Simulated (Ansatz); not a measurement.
The system is Pd.

```
Pd
1.0
     0.00000    1.94650    1.94650
     1.94650    0.00000    1.94650
     1.94650    1.94650    0.00000
Pd
1
Direct
  0.00000 0.00000 0.00000
```

| Quantity | Value |
| --- | --- |
| Program | Ansatz 0.2.0 |
| Task | relaxation of cell and atoms |
| Functional | RPBE |
| Dispersion | D3(BJ) |
| Potentials or basis | all-electron LAPW, scalar-relativistic |
| Basis error allowed | 0.001 eV/atom |
| k mesh | 12 × 12 × 12 |
| Occupations | fermi-dirac, width 0.05 eV |
| Spin | no spin polarisation |

At the start: volume 14.75 Å³/atom.

**Question.** How do energy, volume and symmetry change on relaxing?

**Answer.** Over 6 steps the energy falls by 196.4 meV/atom and the volume is 12.92 Å³/atom (-12.4 %); space group Fm-3m (No. 225, to 0.05 Å).

The path:
```tsv
step	energy change (eV)	largest force (eV/Å)	volume (Å³)
1	0.0000	0.0000	14.75
2	-0.1922	0.0000	12.70
3	-0.1960	0.0000	12.99
4	-0.1964	0.0000	12.93
5	-0.1964	0.0000	12.92
6	-0.1964	0.0000	12.92
```

Final structure:
```
CELL_PARAMETERS angstrom
0.00000 1.86264 1.86264
1.86264 0.00000 1.86264
1.86264 1.86264 0.00000
ATOMIC_POSITIONS crystal
Pd 0.00000 0.00000 0.00000
```

Caveat: the volume moved by -12 % from the deposited cell, more than functionals usually miss.
